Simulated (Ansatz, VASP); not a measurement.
Two plane-wave programs on SrTiO3

File INCAR:

```
SYSTEM = SrTiO3
  ALGO = Normal
  EDIFF = 1E-7
  ENCUT = 520
  GGA = PS
  ISIF = 2
  ISMEAR = 0
  LASPH = .True.
  LCHARG = .True.
  LELF = .True.
  LREAL = .False.
  LVHAR = .True.
  LWAVE = .False.
  NBANDS = 28
  NELM = 100
  PREC = Accurate
  SIGMA = 0.02
```

The input KPOINTS:

```
k-points
0
Gamma
  8 8 8
  0 0 0
```

File POSCAR:

```
SrTiO3
1.0
    3.8911201339      0.0000000000      0.0000000000
    0.0000000000      3.8911201339      0.0000000000
    0.0000000000      0.0000000000      3.8911201339
Sr Ti O
1 1 3
Direct
    0.0000000000      0.0000000000      0.0000000000
    0.5000000000      0.5000000000      0.5000000000
    0.0000000000      0.5000000000      0.5000000000
    0.5000000000      0.0000000000      0.5000000000
    0.5000000000      0.5000000000      0.0000000000
```

Input for Ansatz:

```yaml
crystal:
  lattice:
    - [3.8911201355, 0.0, 0.0]
    - [0.0, 3.8911201355, 0.0]
    - [0.0, 0.0, 3.8911201355]
  atoms:
    - { symbol: Sr, position: [0.0, 0.0, 0.0] }
    - { symbol: Ti, position: [0.5, 0.5, 0.5] }
    - { symbol: O, position: [0.0, 0.5, 0.5] }
    - { symbol: O, position: [0.5, 0.0, 0.5] }
    - { symbol: O, position: [0.5, 0.5, 0.0] }
basis:
  ecutwfc: 420
kpoints:
  mp_grid: { grid: [8, 8, 8] }
  band_path: { path: [VBM, CBM], npoints: 2 }
hamiltonian:
  xc: pbesol
scf:
  occupations: { method: gaussian, width: 0.02 }
output:
  forces: true
  stress: true
  eigenvalues: true
```

Alike in both runs: task single point; functional PBEsol; k mesh 8 × 8 × 8; occupations gaussian, width 0.02 eV; no spin polarisation.

```csv
,VASP,Ansatz
version,VASP 6.6.1,Ansatz 0.2.0
potentials or method,"VASP PAW PBE potentials, release 64 (Sr_sv, Ti_sv, O)","scalar-relativistic, plane waves, PAW"
plane-wave cutoff (eV),520,420
valence electrons in the cell,40,40
```

|  | VASP | Ansatz | Ansatz less VASP |
| --- | --- | --- | --- |
| gap on the k mesh at the Fermi level (eV) | 1.82 | 1.85 | +0.032 |
| least direct gap on the mesh (eV) | 2.17 | 2.19 | +0.021 |
| pressure (GPa) | 0.7 | 0.0 | -0.68 |

The functional is the same, so the differences come from potentials, cutoffs and numerics.

Caveats: the PAW data sets were made with another functional, which shifts forces and pressure a little (VASP). A k mesh can miss the band edges.
